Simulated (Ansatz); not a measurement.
**AlN: how the phase sets the permittivity**

Plane-wave DFT in Ansatz, PBE, scalar-relativistic PAW potentials, cutoff 420 eV, no spin-orbit coupling; no spin polarisation. Each structure of AlN was relaxed within its symmetry; other phases aren't compared here. ε∞ and ε0 (at fixed strain) come from linear response and are means of the diagonal.

| space group | atoms in cell | V (Å³/atom) | gap on mesh (eV) | ε∞ | lowest optical mode at Γ (cm⁻¹) |
| --- | --- | --- | --- | --- | --- |
| P6_3mc | 4 | 10.65 | 4.03 | 4.55 | 237 |
| F-43m | 2 | 10.67 | 3.31 | 4.62 | 635 |

Order them by energy. Which have a polar axis, which are stable at Γ, and what static permittivity does each have?

P6_3mc 0 meV/atom, polar space group, stable at Γ, ε0 = 8.8; F-43m 21 meV/atom, no unique polar axis, stable at Γ, ε0 = 8.7. A polar space group allows a spontaneous polarisation; whether it can be switched wasn't computed. Without a unique polar axis or an inversion centre, and so allowed to be piezoelectric but not ferroelectric: F-43m. The mean ε0 hardly changes. Stability at Γ doesn't rule out soft modes elsewhere in the zone; Kohn–Sham gaps are too small and ε∞ as a rule too large. In thin films and nanowires, surface energy, strain and dopants can hold a phase that lies tens of meV per atom above the lowest. Meshes differ between cells, which leaves about 2 meV/atom open.

Cost: about 5.2 core-minutes for the runs cited, on Arm Neoverse V2, AMD EPYC 9R45 (Zen 5) (shared hosts).